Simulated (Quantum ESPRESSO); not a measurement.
Crystal: TaN.

```xyz
2
Lattice="0.0000 2.2113 2.2113 2.2113 0.0000 2.2113 2.2113 2.2113 0.0000" Properties=species:S:1:pos:R:3 pbc="T T T"
Ta    2.2113    2.2113    2.2113
N     0.0000    0.0000    0.0000
```

The cell comes from a database or a generator and needn't be the stable form of this composition.

Base run:

* Program: Quantum ESPRESSO 7.5
* Functional: PBEsol
* Potentials or basis: PseudoDojo 0.4.1 SR PBE standard
* Cutoff: 1143 eV
* Density cutoff: 4572 eV
* k mesh: 10 × 10 × 10
* Occupations: fermi-dirac, width 0.05 eV
* Spin: no spin polarisation

Its results: band gap on the k mesh none (metal or under the smearing width); pressure -10.1 GPa.

After a change of settings the same cell gave: band gap on the k mesh none (metal or under the smearing width); pressure -1.6 GPa. Which change was it?
A. functional from PBEsol to LDA; potentials or basis from PseudoDojo 0.4.1 SR PBE standard to PseudoDojo 0.4.1 SR LDA standard
B. potentials or basis from PseudoDojo 0.4.1 SR PBE standard to PseudoDojo 0.4.1 SR PBEsol standard
C. potentials or basis from PseudoDojo 0.4.1 SR PBE standard to GBRV 1.5 PBEsol; cutoff from 1143 eV to 762 eV; density cutoff from 4572 eV to 6095 eV; hubbard terms from none to Ta d U = 4 eV; hubbard projectors from none to ortho-atomic
D. functional from PBEsol to PBE

D.

PBE binds less tightly than PBEsol, so the same cell stands under more pressure.

Caveats: the potentials were made for another functional, which shifts forces and pressure (some runs).

Not every run made on this cell is shown here.
